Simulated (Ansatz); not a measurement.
Re, fcc type; equations of state without spin from Ansatz PAW hard set, 700 eV.

PBE (k-mesh 24³, smearing 0.061 eV) gives V₀ = 15.008 Å³/atom and B₀ = 361 GPa.

(1) What does r²SCAN give (700 eV, k-mesh 15³, smearing 0.1 eV)?

Answers

(1) V₀ = 14.761 Å³/atom (-1.6 %) and B₀ = 385 GPa (+7 %).

This cubic structure is a model: it isn't the usual form of the substance at ambient conditions, and such phases are metastable or hypothetical. Potentials made with PBE were used with another functional (at least in: Ansatz PAW hard set, 700 eV (r²SCAN)).
